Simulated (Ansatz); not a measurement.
## Relaxation of TaSi2

Level of theory: DFT PBE, scalar-relativistic, plane waves, PAW (Ansatz 0.2.0). Run with 420 eV cutoff, 9×9×6 k-mesh, Gaussian smearing of 0.10 eV, no spin polarisation.

What was changed: relaxed at 5 GPa.

Spin–orbit coupling is left out, which can shift energies with elements as heavy as these.

Other phases may be more stable at this pressure.

Input:

```yaml
crystal:
  lattice:
    - [4.7613763407, 0.0, 0.0]
    - [-2.3806881703, 4.123472868, 0.0]
    - [0.0, 0.0, 6.5464999053]
  atoms:
    - { symbol: Ta, position: [0.5, 0.0, 0.0] }
    - { symbol: Ta, position: [0.5, 0.5, 0.6666666667] }
    - { symbol: Ta, position: [0.0, 0.5, 0.3333333333] }
    - { symbol: Si, position: [0.1589150239, 0.3178300479, 0.0] }
    - { symbol: Si, position: [0.8410849761, 0.1589150239, 0.6666666667] }
    - { symbol: Si, position: [0.6821699521, 0.8410849761, 0.3333333333] }
    - { symbol: Si, position: [0.8410849761, 0.6821699521, 0.0] }
    - { symbol: Si, position: [0.1589150239, 0.8410849761, 0.6666666667] }
    - { symbol: Si, position: [0.3178300479, 0.1589150239, 0.3333333333] }
basis:
  ecutwfc: 420
kpoints:
  mp_grid: { grid: [9, 9, 6] }
hamiltonian:
  xc: pbe
scf:
  occupations: { method: gaussian, width: 0.1 }
output:
  forces: true
  stress: true
  eigenvalues: true
relax:
  adjacent_minimum: "off"
  f_tol: 0.008
  max_steps: 50
  cell: { stress_tol: 0.08, p_target: 5.0 }
```

F is the free energy. Steps run on the plane waves of an earlier cell, but the last one, and at times one on the way, on a freshly chosen basis, so a repeated geometry can differ a little in energy. The relaxation lowers the enthalpy F + PV at the target pressure, so F itself can rise.

Steps:

```
step F − F(1) (eV) largest force component (eV/Å) V (Å³/atom) P (GPa)
   1         0.0000                           0.002       14.281     5.12
   2        -0.0016                           0.004       14.286     4.99
   3        -0.0018                           0.001       14.286     5.00
   4        -0.0018                           0.001       14.286     5.00
```

Relaxed structure:

```xyz
9
Lattice="4.7592 0.0000 0.0000 -2.3796 4.1216 0.0000 0.0000 0.0000 6.5549" Properties=species:S:1:pos:R:3 pbc="T T T"
Ta    2.3796    0.0000    0.0000
Ta    1.1898    2.0608    4.3699
Ta   -1.1898    2.0608    2.1850
Si    0.0000    1.3105    0.0000
Si    3.6243    0.6552    4.3699
Si    1.2447    3.4663    2.1850
Si    2.3796    2.8111    0.0000
Si   -1.2447    3.4663    4.3699
Si    1.1349    0.6552    2.1850
```

The structure is hexagonal, space group P6_422 (No. 181). The conventional cell has a = 4.759 Å, b = 4.759 Å, c = 6.555 Å, α = 90.00°, β = 90.00°, γ = 120.00°. Ta (site symmetry 222) is surrounded by 10 Si at 2.60 to 2.81 Å. Around Si (site symmetry 2) lie 5 Si at 2.55 to 2.81 Å and 5 Ta at 2.60 to 2.81 Å.

The run converged. The run took about 100 core-seconds.